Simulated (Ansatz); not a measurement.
HgTe: stationary points along a deformation path

Method: Ansatz 0.2.0, DFT PBE, scalar-relativistic, plane waves, PAW. Settings: plane waves to 420 eV, k-mesh 12×12×10 (Γ-centred), Gaussian smearing 0.15 eV. Spin–orbit coupling is left out, which can shift energies with elements as heavy as these. No spin polarisation. Energies are free energies at this smearing, counted from the undisturbed cell; pressure is positive in compression.

Reference structure (relaxed at this level; this form isn't the usual structure):

```
Hg Te
1.0
     2.96643   -3.47839    0.00000
     2.96643    3.47839    0.00000
     0.00000    0.00000    5.87818
Hg Te
2 2
Cartesian
  2.9664 1.1691 4.4086
  2.9664 -1.1691 1.4695
  2.9664 -1.8836 4.4086
  2.9664 1.8836 1.4695
```

At fixed volume and fractional coordinates, lengths along (0.000, 0.000, 1.000) are scaled against those across it; ρ is that ratio over its starting value. V = 30.327 Å³/atom. Δσ is the stress along the axis less the mean stress across it (compression positive).

```
    ρ  ΔE (meV/atom)  Δσ (GPa) space group
0.800          191.1     15.32         Cmcm
0.850           94.9     10.10         Cmcm
0.920           23.0      4.47         Cmcm
0.960            5.5      2.09         Cmcm
1.000            0.0      0.10         Cmcm
1.050            5.5     -1.85         Cmcm
1.100           21.6     -3.60         Cmcm
1.200           75.3     -6.09         Cmcm
1.300          148.5     -8.56         Cmcm
```

Problem. How does the stress give the slope of the energy, and where is the energy stationary?

Solution. Along the path d ln(length) is 2/3 d ln ρ on the axis and −1/3 d ln ρ across it, so dE/d ln ρ = −(2/3) V Δσ: the energy falls with ρ where Δσ is positive. Δσ vanishes or changes sign between ρ = 1.000 and 1.050, a minimum (near 1.00 by linear interpolation). Pairs of stationary points between two samples would go unseen, and could change a minimum read from distant neighbours into a maximum.

Problem. Integrate that slope from ρ = 1 to 1.200 by the trapezoid rule.

Solution. With V/N in Å³ and 1 eV/Å³ = 160.2 GPa the slopes at ρ = 1.000, 1.050, 1.100, 1.200 are -13, 234, 454, 768 meV/atom per unit of ln ρ. The steps add 5.4 + 16.0 + 53.2 = 74.5 meV/atom, against 75.3 from the energies; the trapezoid rule misses the curvature of the slope within each step.

Forces appear on the atoms along this scan, and letting them relax would lower the energy and soften the response. In a metal these slopes depend on the k mesh and the smearing.

Cost: 9 runs of about 3.5 core-minutes in all, on AMD EPYC 9R45 (Zen 5) (shared hosts).